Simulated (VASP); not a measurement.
Cu3N:

```
CELL_PARAMETERS angstrom
3.80700 0.00000 0.00000
0.00000 3.80700 0.00000
0.00000 0.00000 3.80700
ATOMIC_POSITIONS crystal
Cu 0.50000 0.00000 0.00000
Cu 0.00000 0.50000 0.00000
Cu 0.00000 0.00000 0.50000
N 0.00000 0.00000 0.00000
```

```yaml
Program: VASP 6.6.1
Task: relaxation of cell and atoms
Functional: LDA
Potentials_or_basis: VASP PAW LDA potentials, release 64 (Cu, N)
Cutoff: 600 eV
k_mesh: 10 × 10 × 10
Occupations: methfessel-paxton, width 0.1 eV
Spin: no spin polarisation
```

At the start: pressure -7.9 GPa; volume 13.79 Å³/atom.

**Question.** Where does the relaxation end?

**Answer.** Over 3 steps the energy falls by 22.1 meV/atom and the volume is 12.95 Å³/atom (-6.1 %); space group Pm-3m (No. 221, to 0.05 Å).

Step by step:
| step | energy change (eV) | largest force (eV/Å) | pressure (GPa) | volume (Å³) |
| --- | --- | --- | --- | --- |
| 1 | 0.0000 | 0.0000 | -7.91 | 55.18 |
| 2 | -0.0545 | 0.0000 | 5.80 | 49.91 |
| 3 | -0.0885 | 0.0000 | 0.02 | 51.82 |

Final structure:
```
Cu N
1.0
     3.72816    0.00000    0.00000
     0.00000    3.72816    0.00000
     0.00000    0.00000    3.72816
Cu N
3 1
Direct
  0.50000 0.00000 0.00000
  0.00000 0.50000 0.00000
  0.00000 0.00000 0.50000
  0.00000 0.00000 0.00000
```

Caveat: the run has no spin polarisation, though such a crystal can be magnetic.
